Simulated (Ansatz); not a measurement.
**MoSe2: equation of state with PBEsol**

MoSe2:

```
Mo Se
1.0
     3.28800    0.00000    0.00000
    -1.64400    2.84749    0.00000
     0.00000    0.00000   12.90000
Mo Se
2 4
Direct
  0.66667 0.33333 0.75000
  0.33333 0.66667 0.25000
  0.66667 0.33333 0.37500
  0.33333 0.66667 0.87500
  0.66667 0.33333 0.12500
  0.33333 0.66667 0.62500
```

* Program: Ansatz 0.2.0
* Task: equation of state
* Functional: PBEsol
* Potentials or basis: PseudoDojo PBEsol stringent
* Cutoff: 1415 eV
* Density cutoff: 5660 eV
* k mesh: 9 × 9 × 2
* Occupations: fermi-dirac, width 0.05 eV
* Spin: no spin polarisation

The equilibrium volume is 20.63 Å³/atom, the bulk modulus at fixed shape and positions is 128 GPa and the pressure derivative of the bulk modulus is 4.5.

Energy against volume, from the lowest point:
```
volume (Å³/atom)  energy (meV/atom)
          18.922              65.73
          19.324              36.83
          19.727              16.83
          20.129               4.82
          20.532               0.00
          20.935               1.63
          21.337               9.06
```

All runs of the series together: 7.4 min on 2 threads of Intel(R) Xeon(R) Processor @ 2.50GHz (Skylake/Cascade Lake) (shared host).

Caveat: the cell was scaled at fixed shape and fractional positions, which overstates the stiffness of a crystal with free parameters, most of all of layers and chains; this functional lacks dispersion, which binds the layers, so the pressure and a relaxed spacing across them are unreliable.
